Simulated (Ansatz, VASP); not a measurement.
# One calculation of SiC, two programs

INCAR

```
PREC = Accurate
ENCUT = 520
EDIFF = 1E-6
ISMEAR = 0
SIGMA = 0.05
LREAL = False
LASPH = True
NELM = 100
ALGO = Normal
ISIF = 2
LWAVE = False
LCHARG = True
GGA = PE
LELF = True
LVHAR = True
NBANDS = 11
```

File KPOINTS:

```
regular mesh
0
Gamma
  12 12 12
```

File POSCAR:

```
SiC
1.0
    0.0000000000      2.1413900000      2.1740000000
    2.1413900000      0.0000000000      2.1740000000
    2.1413900000      2.1413900000      0.0000000000
Si C
1 1
Direct
    0.0000000000      0.0000000000      0.0000000000
    0.7500000000      0.7500000000      0.7500000000
```

Input for Ansatz:

```yaml
crystal:
  lattice:
    - [0.0, 2.14139, 2.174]
    - [2.14139, 0.0, 2.174]
    - [2.14139, 2.14139, 0.0]
  atoms:
    - { symbol: Si, position: [0.0, 0.0, 0.0] }
    - { symbol: C, position: [0.75, 0.75, 0.75] }
basis:
  ecutwfc: 420
kpoints:
  mp_grid: { grid: [12, 12, 12] }
hamiltonian:
  xc: pbe
scf:
  occupations: { method: gaussian, width: 0.05 }
output:
  forces: true
  stress: true
  eigenvalues: true
  write_density: true
  write_potential: true
  elf: true
  volumetric_format: npy
```

Change from the starting cell: strain -0.015 along x and y, +0.000 along z, atoms carried along.

Alike in both runs: task single point; functional PBE; k mesh 12 × 12 × 12; occupations gaussian, width 0.05 eV; no spin polarisation.

|  | VASP | Ansatz |
| --- | --- | --- |
| version | VASP 6.6.1 | Ansatz 0.2.0 |
| potentials or method | VASP PAW PBE potentials, release 64 (Si, C) | scalar-relativistic, plane waves, PAW |
| plane-wave cutoff (eV) | 520 | 420 |
| valence electrons in the cell | 8 | 8 |

```tsv
	VASP	Ansatz	Ansatz less VASP
gap on the k mesh at the Fermi level (eV)	1.24	1.24	+0.003
least direct gap on the mesh (eV)	4.56	4.57	+0.005
pressure (GPa)	12.2	12.2	+0.08
largest component of the traceless stress (GPa)	2.69	2.68	-0.007
```

With one functional, cell and mesh, what is left measures potentials, basis and numerics.

A k mesh can miss the band edges.
